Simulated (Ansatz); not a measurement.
# K: the cost of one run

Program: Ansatz 0.2.0. Level of theory: DFT PBE+D3(BJ), scalar-relativistic, plane waves, PAW. These are calculated values, not measurements.

This is K in the fcc structure; at room conditions it is bcc.

2 further runs of the same task are left out: 2 set aside as unsound or not needed.

### 1 The starting structure

It takes space group Fm-3m (No. 225, cubic). Conventional cell: a = 6.520 Å, b = 6.520 Å, c = 6.520 Å, α = 90.00°, β = 90.00°, γ = 90.00°.

Structure file:

```xyz
1
Lattice="0.0000 3.2598 3.2598 3.2598 0.0000 3.2598 3.2598 3.2598 0.0000" Properties=species:S:1:pos:R:3 pbc="T T T"
K     0.0000    0.0000    0.0000
```

It goes back to an entry of the Materials Project, which need not be the stable form.

It is the result of an earlier relaxation at this level (volume 69.28 Å³/atom; gap on the mesh: none (metal)).

### 2 Static run: bands, density of states and charges

Input file input.yaml:

```yaml
crystal:
  lattice:
    - [0.0, 3.2597531145, 3.2597531145]
    - [3.2597531145, 0.0, 3.2597531145]
    - [3.2597531145, 3.2597531145, 0.0]
  atoms:
    - { symbol: K, position: [0.0, 0.0, 0.0] }
basis:
  ecutwfc: 420
kpoints:
  mp_grid: { grid: [12, 12, 12] }
  band_path:
    path:
      - [[0.0, 0.0, 0.0], [0.5, 0.0, 0.5], [0.625, 0.25, 0.625]]
      - [[0.375, 0.375, 0.75], [0.0, 0.0, 0.0], [0.5, 0.5, 0.5], [0.5, 0.25, 0.75], [0.5, 0.0, 0.5]]
    npoints: 14
hamiltonian:
  xc: pbe
  dispersion: d3bj
scf:
  occupations: { method: gaussian, width: 0.1 }
  n_extra_bands: 6
output:
  forces: true
  stress: true
  eigenvalues: true
  populations: true
  dos: { projected: true, de: 0.02, nscf_kmesh: { grid: [18, 18, 18] } }
  bader: true
  write_density: true
  write_potential: true
  elf: true
  volumetric_format: npy
```

Started as:

```sh
ansatz run input.yaml --threads 1 --pin off --max-ram 2560MiB --backend cpu --events-out ev --progress --plain --runs-dir out
```

What time and memory should one allow on 1 thread of an x86-64 CPU, shared host?

About 24 s, with a peak of 0.38 GiB.
